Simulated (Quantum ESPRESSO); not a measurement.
**Sb under changes of volume**

One of the cells (31.554 Å³/atom); the others are scaled copies at fixed shape and fractional positions:

```
Sb
1.0
     3.16000    0.00000    0.00000
     0.00000    3.16000    0.00000
     0.00000    0.00000    3.16000
Sb
1
Direct
  0.00000 0.00000 0.00000
```

This isn't the form of Sb at room conditions, which is rhombohedral.

| Quantity | Value |
| --- | --- |
| Program | Quantum ESPRESSO 7.5 |
| Functional | PBEsol |
| Potentials or basis | GBRV 1.5 PBEsol |
| Cutoff | 612 eV |
| Density cutoff | 4898 eV |
| k mesh | 8 × 8 × 8 |
| Occupations | fermi-dirac, width 0.05 eV |
| Spin | no spin polarisation |

```csv
volume (Å³/atom),energy over the lowest point (meV/atom),pressure (GPa)
29.661,0.00,-1.8
30.292,8.36,-2.9
30.923,21.06,-4.0
31.554,37.61,-4.8
32.186,?,?
32.817,80.15,-6.3
33.448,105.57,-6.9
```

Q: What does the run at 32.186 Å³/atom give?

A: Energy over the lowest point 57.43 meV/atom; pressure -5.6 GPa.

Worked out: A Birch-Murnaghan fit of order 3 (a polynomial in V^(-2/3)) to the other rows has its minimum at 28.93 Å³/atom, just outside them, with B0 = V·E''(V) = 66 GPa and B' = 4.8. It gives 57.42 meV/atom at 32.186 Å³/atom, against the run's 57.43, and -dE/dV = -5.4 GPa, against -5.6.

Energies are extrapolated to zero smearing.
